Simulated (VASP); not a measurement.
# What goes wrong when C is relaxed with a bad input

Aim: see how common mistakes in a VASP relaxation show up, on C. The starting structure is a measured crystal structure from the Crystallography Open Database. The first relaxation on each setting starts from this cell expanded by 3 % in volume.

Main program and level: VASP 6.6.1; Kohn-Sham DFT with plane waves and PAW; PBEsol.

The database entry behind the starting cell differs from later determinations by our own check (about 0.1 % long), so it need not match the best structure at ambient conditions.

### Step 1. The starting structure

Symmetry: Fd-3m, No. 227, cubic system. The conventional cell has a = 3.572 Å, b = 3.572 Å, c = 3.572 Å, α = 90.00°, β = 90.00°, γ = 90.00°. Nearest to C lie 4 C at 1.55 Å.

As a file:

```cif
data_structure
_symmetry_space_group_name_H-M 'Fd-3m:1'
_symmetry_Int_Tables_number 227
_cell_length_a 3.5716
_cell_length_b 3.5716
_cell_length_c 3.5716
_cell_angle_alpha 90.000
_cell_angle_beta 90.000
_cell_angle_gamma 90.000
_cell_volume 45.56
loop_
_atom_site_label
_atom_site_type_symbol
_atom_site_symmetry_multiplicity
_atom_site_Wyckoff_symbol
_atom_site_fract_x
_atom_site_fract_y
_atom_site_fract_z
_atom_site_occupancy
C1 C 8 b 0.00000 0.00000 0.50000 1
```

### Step 2. Reference relaxation

This run starts from the cell of an earlier relaxation, which isn't shown; the restart sets up the plane waves anew.

Contents of INCAR:

```
SYSTEM = C
PREC = Accurate
ENCUT = 520
EDIFF = 1E-06
NELM = 100
ISMEAR = 0
SIGMA = 0.03
LREAL = .FALSE.
ALGO = Normal
GGA = PS
NBANDS = 10
LORBIT = 11
LWAVE = .FALSE.
LCHARG = .FALSE.
KPAR = 4
IBRION = 2
NSW = 50
ISIF = 3
EDIFFG = -0.006
```

Contents of POSCAR:

```
C
1.0
    0.0000000000      1.7779982957      1.7779982957
    1.7779982957      0.0000000000      1.7779982957
    1.7779982957      1.7779982957      0.0000000000
C
2
Direct
    0.0000000000      0.0000000000      0.0000000000
    0.2500000000      0.2500000000      0.2500000000
```

Contents of KPOINTS:

```
Automatic mesh
0
Gamma
10 10 10
0 0 0
```

Potentials, in the order of the species: C (PBE family, release 64).

Started as:

```bash
$ mpirun -np 4 vasp_std
```

Output:

```text
[banner, memory and clock lines left out]
running    4 mpi-ranks, on    1 nodes
 distrk:  each k-point on    1 cores,    4 groups
 distr:  one band on    1 cores,    1 groups

 POSCAR found type information on POSCAR C
 POSCAR found :  1 types and       2 ions
|                                                                             |
|               ----> ADVICE to this user running VASP <----                  |
|                                                                             |
|     You enforced a specific xc type in the INCAR file but a different       |
|     [... a line on the potential file left out ...]
|     I HOPE YOU KNOW WHAT YOU ARE DOING!                                     |
|                                                                             |

 LDA part: xc-table for (Slater+PW92), standard interpolation
 POSCAR, INCAR and KPOINTS ok, starting setup
 FFT: planning ... GRIDC
 FFT: planning ... GRID_SOFT
 FFT: planning ... GRID
 WAVECAR not read
 entering main loop
       N       E                     dE             d eps       ncg     rms          rms(c)
DAV:   1    -0.643956818567E+00   -0.64396E+00   -0.48160E+03   964   0.786E+02
DAV:   2    -0.195661108186E+02   -0.18922E+02   -0.18061E+02  1346   0.128E+02
DAV:   3    -0.199299443075E+02   -0.36383E+00   -0.36290E+00  1110   0.136E+01
DAV:   4    -0.199306251220E+02   -0.68081E-03   -0.68079E-03  1034   0.703E-01
DAV:   5    -0.199306259553E+02   -0.83337E-06   -0.83345E-06  1064   0.237E-02    0.566E+00
DAV:   6    -0.194252535492E+02    0.50537E+00   -0.27816E-01   980   0.389E+00    0.334E+00
DAV:   7    -0.192492302833E+02    0.17602E+00   -0.32985E-01  1012   0.427E+00    0.703E-01
DAV:   8    -0.192497363696E+02   -0.50609E-03   -0.67872E-03   984   0.702E-01    0.287E-02
DAV:   9    -0.192497520085E+02   -0.15639E-04   -0.15778E-05  1150   0.379E-02    0.207E-02
DAV:  10    -0.192497597064E+02   -0.76978E-05   -0.33592E-06   988   0.176E-02    0.427E-03
DAV:  11    -0.192497595634E+02    0.14297E-06   -0.66010E-08   532   0.248E-03
   1 F= -.19249760E+02 E0= -.19249760E+02  d E =-.192498E+02
 curvature:   0.00 expect dE= 0.000E+00 dE for cont linesearch  0.000E+00
 trial: gam= 0.00000 g(F)=  0.346E-49 g(S)=  0.247E-04 ort = 0.000E+00 (trialstep = 0.100E+01)
 search vector abs. value=  0.247E-04
 bond charge predicted
       N       E                     dE             d eps       ncg     rms          rms(c)
DAV:   1    -0.192497647626E+02   -0.50562E-05   -0.49488E-04  1012   0.196E-01    0.204E-02
DAV:   2    -0.192497586408E+02    0.61217E-05   -0.62324E-06  1026   0.210E-02    0.112E-02
DAV:   3    -0.192497560187E+02    0.26221E-05   -0.41439E-06   976   0.148E-02    0.165E-03
DAV:   4    -0.192497559885E+02    0.30167E-07   -0.49454E-08   482   0.215E-03
   2 F= -.19249756E+02 E0= -.19249756E+02  d E =0.357490E-05
 trial-energy change:    0.000004  1 .order    0.000003   -0.000025    0.000032
 step:   0.4384(harm=  0.4384)  dis= 0.00000  next Energy=   -19.249765 (dE=-0.542E-05)
 bond charge predicted
       N       E                     dE             d eps       ncg     rms          rms(c)
DAV:   1    -0.192497673062E+02   -0.11288E-04   -0.15481E-04  1010   0.109E-01    0.114E-02
DAV:   2    -0.192497654827E+02    0.18235E-05   -0.19400E-06   970   0.117E-02    0.629E-03
DAV:   3    -0.192497648452E+02    0.63741E-06   -0.12766E-06   748   0.829E-03
   3 F= -.19249765E+02 E0= -.19249765E+02  d E =-.528185E-05
 curvature:  -0.22 expect dE=-0.121E-09 dE for cont linesearch -0.121E-09
 trial: gam=-0.00470 g(F)=  0.105E-46 g(S)=  0.553E-09 ort = 0.117E-06 (trialstep = 0.888E+00)
 search vector abs. value=  0.100E-09
 reached required accuracy - stopping structural energy minimisation
```

It took 5.6 s on 4 MPI ranks of AMD EPYC 7R43, shared host; peak memory 0.37 GiB.

The logs omit lines about the potential files and the build; timing stands in the text.

Parts of OUTCAR (step 2):

```text
ion  position               nearest neighbor table
   1  0.000  0.000  0.000-   2 1.54   2 1.54   2 1.54   2 1.54
   2  0.250  0.250  0.250-   1 1.54   1 1.54   1 1.54   1 1.54

  LATTYP: Found a face centered cubic cell.
 ALAT       =     3.5559965914

 Subroutine GETGRP returns: Found 48 space group operations
 (whereof 24 operations were pure point group operations)

The static configuration has the point symmetry T_d .
 The point group associated with its full space group is O_h .

 Found     47 irreducible k-points:

   k-points           NKPTS =     47   k-points in BZ     NKDIM =     47   number of bands    NBANDS=     10

   dimension x,y,z NGX =    20 NGY =   20 NGZ =   20
   dimension x,y,z NGXF=    40 NGYF=   40 NGZF=   40

   ENCUT  =  520.0 eV  38.22 Ry    6.18 a.u.   4.68  4.68  4.68*2*pi/ulx,y,z

   NELECT =       8.0000    total number of electrons

 k-points in reciprocal lattice and weights: Automatic mesh
   0.00000000  0.00000000  0.00000000       0.001
   0.10000000  0.00000000  0.00000000       0.008
   0.20000000  0.00000000  0.00000000       0.008
   0.30000000  0.00000000  0.00000000       0.008
   0.40000000  0.00000000  0.00000000       0.008
   0.50000000  0.00000000  0.00000000       0.004
   0.10000000  0.10000000  0.00000000       0.006
   0.20000000  0.10000000  0.00000000       0.024
   0.30000000  0.10000000  0.00000000       0.024
[...]
-0.30000000  0.40000000  0.20000000       0.024
  -0.30000000  0.50000000  0.20000000       0.012

 average (electrostatic) potential at core
       1 -45.3593       2 -45.3593

 E-fermi :  10.0029

 k-point     1 :       0.0000    0.0000    0.0000
  band No.  band energies     occupation
      1     -11.8039      2.00000
      2       9.8323      2.00000
      3       9.8323      2.00000
      4       9.8323      2.00000
      5      15.3947      0.00000
      6      15.3947      0.00000
      7      15.3947      0.00000
      8      23.3944      0.00000
      9      28.8989      0.00000
    ...

 k-point     2 :       0.1000    0.0000    0.0000
  band No.  band energies     occupation
      1     -11.5246      2.00000
      2       8.1341      2.00000
      3       9.3775      2.00000
      4       9.3775      2.00000
      5      15.9909      0.00000
      6      15.9909      0.00000
      7      16.3585      0.00000
      8      23.6074      0.00000
      9      29.3542      0.00000
    ...

 k-point     3 :       0.2000    0.0000    0.0000
  band No.  band energies     occupation
      1     -10.6919      2.00000
      2       4.8959      2.00000
      3       8.4894      2.00000
      4       8.4894      2.00000
      5      17.1315      0.00000
      6      17.1315      0.00000
      7      17.6006      0.00000
      8      24.1884      0.00000
      9      30.1398      0.00000
    ...

  Total        0.0000874      0.0000874      0.0000874     -0.0000000      0.0000000     -0.0000000
  in kB        0.0124500      0.0124500      0.0124500     -0.0000000      0.0000000     -0.0000000
  external PRESSURE =       0.0124500 kB  Pullay stress =       0.0000000 kB

  energy-cutoff  :      520.00
  volume of cell :       11.25
      direct lattice vectors                 reciprocal lattice vectors
    -0.000000000  1.778345937  1.778345937    -0.281160144  0.281160144  0.281160144
     1.778345937 -0.000000000  1.778345937     0.281160144 -0.281160144  0.281160144
     1.778345937  1.778345937  0.000000000     0.281160144  0.281160144 -0.281160144

 POSITION                                       TOTAL-FORCE (eV/Angst)
 -----------------------------------------------------------------------------------
      0.00000     -0.00000      0.00000        -0.000000     -0.000000     -0.000000
      0.88917      0.88917      0.88917         0.000000      0.000000      0.000000
 -----------------------------------------------------------------------------------
    total drift:                                0.000000      0.000000      0.000000

  FREE ENERGIE OF THE ION-ELECTRON SYSTEM (eV)
  ---------------------------------------------------
  free  energy   TOTEN  =       -19.2497648452 eV

  energy  without entropy=      -19.2497648452  energy(sigma->0) =      -19.24976485

 reached required accuracy - stopping structural energy minimisation

 total charge
# of ion       s       p       d       tot
------------------------------------------
    1        0.825   1.751   0.000   2.576
    2        0.825   1.751   0.000   2.576
--------------------------------------------------
tot          1.650   3.503   0.000   5.153

[... 3 further parts left out ...]
```

CONTCAR:

```
C
   1.00000000000000
    -0.0000000000000000    1.7783459367318790    1.7783459367318790
     1.7783459367318790   -0.0000000000000000    1.7783459367318790
     1.7783459367318790    1.7783459367318790    0.0000000000000000
  C
     2
Direct
     0.0000000000000000    0.0000000000000000    0.0000000000000000
     0.2500000000000000    0.2500000000000000    0.2500000000000000
```

The PAW data sets were made with PBE, which is usual practice but a small mismatch for other functionals. The run keeps the 48 symmetry operations of its start, so it cannot find a distortion of lower symmetry.

The reference relaxation ends at 5.624 Å³ an atom. Pressures at 0.985 and 1.015 times this volume, from two more relaxations that aren't shown, give a bulk modulus of 451.2 GPa.

### Step 3. Relaxation with a k mesh far too coarse

A slip made on purpose: a k mesh far too coarse. Against step 2 the input has a 2×2×2 mesh (also changed: NELM, NCORE and KPAR).

Changes to INCAR since step 2:

```diff
@@ -4,3 +4,3 @@
 EDIFF = 1E-06
-NELM = 100
+NELM = 60
 ISMEAR = 0
@@ -14,3 +14,3 @@
 LCHARG = .FALSE.
-KPAR = 4
+NCORE = 4
 IBRION = 2
```

Contents of POSCAR:

```
C
1.0
    0.0000000000      1.8034934470      1.8034934470
    1.8034934470      0.0000000000      1.8034934470
    1.8034934470      1.8034934470      0.0000000000
C
2
Direct
    0.0000000000      0.0000000000      0.0000000000
    0.2500000000      0.2500000000      0.2500000000
```

Contents of KPOINTS:

```
Automatic mesh
0
Gamma
2 2 2
0 0 0
```

Started as:

```bash
$ mpirun -np 4 vasp_std
```

Output:

```text
[banner, memory and clock lines left out]
running    4 mpi-ranks, on    1 nodes
[...]
[... a notice as in an earlier step ...]

 LDA part: xc-table for (Slater+PW92), standard interpolation
 POSCAR, INCAR and KPOINTS ok, starting setup
[...]
entering main loop
       N       E                     dE             d eps       ncg     rms          rms(c)
DAV:   1     0.558914596922E+01    0.55891E+01   -0.53089E+03    60   0.785E+02
DAV:   2    -0.166416525451E+02   -0.22231E+02   -0.20637E+02    80   0.135E+02
DAV:   3    -0.170141863925E+02   -0.37253E+00   -0.37202E+00    70   0.147E+01
DAV:   4    -0.170148182676E+02   -0.63188E-03   -0.63179E-03    68   0.722E-01
[...]
DAV:   9    -0.160572605616E+02   -0.50477E-04   -0.45948E-05    66   0.635E-02    0.378E-02
DAV:  10    -0.160572832306E+02   -0.22669E-04   -0.11625E-05    60   0.325E-02    0.907E-03
DAV:  11    -0.160572830154E+02    0.21523E-06   -0.16722E-07    42   0.414E-03
   1 F= -.16057283E+02 E0= -.16057283E+02  d E =-.160573E+02
[...]
DAV:   5    -0.160523858701E+02    0.15555E-04   -0.55665E-06    60   0.252E-02    0.142E-02
DAV:   6    -0.160523845556E+02    0.13146E-05   -0.33086E-07    36   0.726E-03    0.256E-03
DAV:   7    -0.160523845186E+02    0.36982E-07   -0.16631E-08    30   0.122E-03
   2 F= -.16052385E+02 E0= -.16052385E+02  d E =0.489850E-02
 trial-energy change:    0.004898  1 .order    0.004049   -0.051550    0.059648
 step:   0.4522(harm=  0.4636)  dis= 0.00000  next Energy=   -16.068861 (dE=-0.116E-01)
[...]
N       E                     dE             d eps       ncg     rms          rms(c)
DAV:   1    -0.160737682590E+02   -0.21384E-01   -0.31003E-01    60   0.489E+00    0.491E-01
DAV:   2    -0.160702528103E+02    0.35154E-02   -0.36863E-03    60   0.513E-01    0.279E-01
DAV:   3    -0.160687259089E+02    0.15269E-02   -0.24995E-03    60   0.370E-01    0.499E-02
DAV:   4    -0.160687269824E+02   -0.10735E-05   -0.38357E-05    60   0.483E-02    0.391E-02
DAV:   5    -0.160687240061E+02    0.29763E-05   -0.16791E-06    60   0.138E-02    0.848E-03
DAV:   6    -0.160687242720E+02   -0.26595E-06   -0.84491E-08    30   0.373E-03
   3 F= -.16068724E+02 E0= -.16068724E+02  d E =-.114413E-01
[...]
reached required accuracy - stopping structural energy minimisation
```

Run time: 2 s. Hardware: 4 MPI ranks; peak memory 0.28 GiB; 4.8 s of CPU time.

OUTCAR, selected parts (step 3):

```text
  Total       -0.0057327     -0.0057327     -0.0057327      0.0000000     -0.0000000      0.0000000
  in kB       -0.7616549     -0.7616549     -0.7616549      0.0000000     -0.0000000      0.0000000
  external PRESSURE =      -0.7616549 kB  Pullay stress =       0.0000000 kB

 POSITION                                       TOTAL-FORCE (eV/Angst)
 -----------------------------------------------------------------------------------
      0.00000      0.00000      0.00000        -0.000000     -0.000000      0.000000
      0.91005      0.91005      0.91005         0.000000      0.000000     -0.000000
 -----------------------------------------------------------------------------------
    total drift:                                0.000000      0.000000      0.000000

  FREE ENERGIE OF THE ION-ELECTRON SYSTEM (eV)
  ---------------------------------------------------
  free  energy   TOTEN  =       -16.0687242720 eV

  energy  without entropy=      -16.0687242720  energy(sigma->0) =      -16.06872427

[... 1 part as in an earlier step ...]

[... 3 further parts left out ...]
[key lines of the parts left out:]
E-fermi :   9.3815
```

With a k mesh far too coarse the cell ends at 6.030 Å³ an atom, +7.21 % from the reference; the bulk modulus is 403.1 GPa against 451.2 GPa.

### Step 4. Relaxation with too few electronic steps

A slip made on purpose: too few electronic steps. Against step 2 the input has NELM = 4 (also changed: NSW).

Changes to INCAR since step 3:

```diff
@@ -4,3 +4,3 @@
 EDIFF = 1E-06
-NELM = 60
+NELM = 4
 ISMEAR = 0
@@ -14,5 +14,5 @@
 LCHARG = .FALSE.
-NCORE = 4
+KPAR = 4
 IBRION = 2
-NSW = 50
+NSW = 30
 ISIF = 3
```

POSCAR is that of step 3.

Contents of KPOINTS:

```
Automatic mesh
0
Gamma
10 10 10
0 0 0
```

Started as:

```bash
$ mpirun -np 4 vasp_std
```

Output:

```text
[banner, memory and clock lines left out]
running    4 mpi-ranks, on    1 nodes
[...]
[... a notice as in an earlier step ...]

 LDA part: xc-table for (Slater+PW92), standard interpolation
 POSCAR, INCAR and KPOINTS ok, starting setup
[...]
entering main loop
       N       E                     dE             d eps       ncg     rms          rms(c)
DAV:   1    -0.272176009171E+01   -0.27218E+01   -0.47490E+03   996   0.784E+02
DAV:   2    -0.195382066030E+02   -0.16816E+02   -0.16103E+02  1324   0.117E+02
DAV:   3    -0.198208762260E+02   -0.28267E+00   -0.28213E+00  1098   0.124E+01
DAV:   4    -0.198214523386E+02   -0.57611E-03   -0.57609E-03  1020   0.675E-01
|                                                                             |
|           W    W    AA    RRRRR   N    N  II  N    N   GGGG   !!!           |
|           W    W   A  A   R    R  NN   N  II  NN   N  G    G  !!!           |
|           W    W  A    A  R    R  N N  N  II  N N  N  G       !!!           |
[...]
|     The electronic self-consistency was not achieved in the given           |
   3 F= -.19037253E+02 E0= -.19037253E+02  d E =0.784200E+00
   4 F= -.19151184E+02 E0= -.19151184E+02  d E =0.670268E+00
   5 F= -.19186157E+02 E0= -.19186157E+02  d E =0.635295E+00
   6 F= -.19206395E+02 E0= -.19206395E+02  d E =0.615057E+00
   7 F= -.19215149E+02 E0= -.19215149E+02  d E =0.606304E+00
   8 F= -.19219178E+02 E0= -.19219178E+02  d E =0.602274E+00
   9 F= -.19221105E+02 E0= -.19221105E+02  d E =0.600347E+00
  10 F= -.19222047E+02 E0= -.19222047E+02  d E =0.599405E+00
  11 F= -.19222512E+02 E0= -.19222512E+02  d E =0.598940E+00
  12 F= -.19222744E+02 E0= -.19222744E+02  d E =0.598709E+00
  13 F= -.19222859E+02 E0= -.19222859E+02  d E =0.598593E+00
  14 F= -.19222916E+02 E0= -.19222916E+02  d E =0.598536E+00
  15 F= -.19222945E+02 E0= -.19222945E+02  d E =0.598507E+00
  16 F= -.19222960E+02 E0= -.19222960E+02  d E =0.598493E+00
  17 F= -.19222967E+02 E0= -.19222967E+02  d E =0.598486E+00
  18 F= -.19222970E+02 E0= -.19222970E+02  d E =0.598482E+00
  19 F= -.19222972E+02 E0= -.19222972E+02  d E =0.598480E+00
  20 F= -.19233063E+02 E0= -.19233063E+02  d E =-.100911E-01
  21 F= -.19250566E+02 E0= -.19250566E+02  d E =-.275942E-01
[...]
reached required accuracy - stopping structural energy minimisation
```

Wall time 11 s (4 MPI ranks); peak memory 0.42 GiB.

Parts of OUTCAR (step 4):

```text
  Total       -0.0062670     -0.0062670     -0.0062670     -0.0000000      0.0000000     -0.0000000
  in kB       -0.8928127     -0.8928127     -0.8928127     -0.0000000      0.0000000     -0.0000000
  external PRESSURE =      -0.8928127 kB  Pullay stress =       0.0000000 kB

 POSITION                                       TOTAL-FORCE (eV/Angst)
 -----------------------------------------------------------------------------------
      0.00000      0.00000      0.00000         0.000000      0.000000      0.000000
      0.88913      0.88913      0.88913        -0.000000     -0.000000     -0.000000
 -----------------------------------------------------------------------------------
    total drift:                                0.000000      0.000000      0.000000

  FREE ENERGIE OF THE ION-ELECTRON SYSTEM (eV)
  ---------------------------------------------------
  free  energy   TOTEN  =       -19.2505663905 eV

  energy  without entropy=      -19.2505663905  energy(sigma->0) =      -19.25056639

[... 2 parts as in an earlier step ...]

[... 2 further parts left out ...]
[key lines of the parts left out:]
E-fermi :  10.0051
```

Logs of long relaxations may skip ionic steps without a mark.

The search for the minimum reports success, but an electronic loop had used up its NELM cycles before it reached EDIFF, so the run counts as unconverged.

(Continued in part 2 of 2.)

[Lines on the potential files, build, host, timing and source positions are cut from VASP's logs without a mark.]

[Logs are printed without paths, hosts, clocks, repeated set-up lines and the standing remarks that a program may print on its own settings, such as how far it seeks lower states.]

[Hosts, paths, dates, database ids (printed as entryN), source tags and the programs' standing remarks are cut or masked in the printed files.]
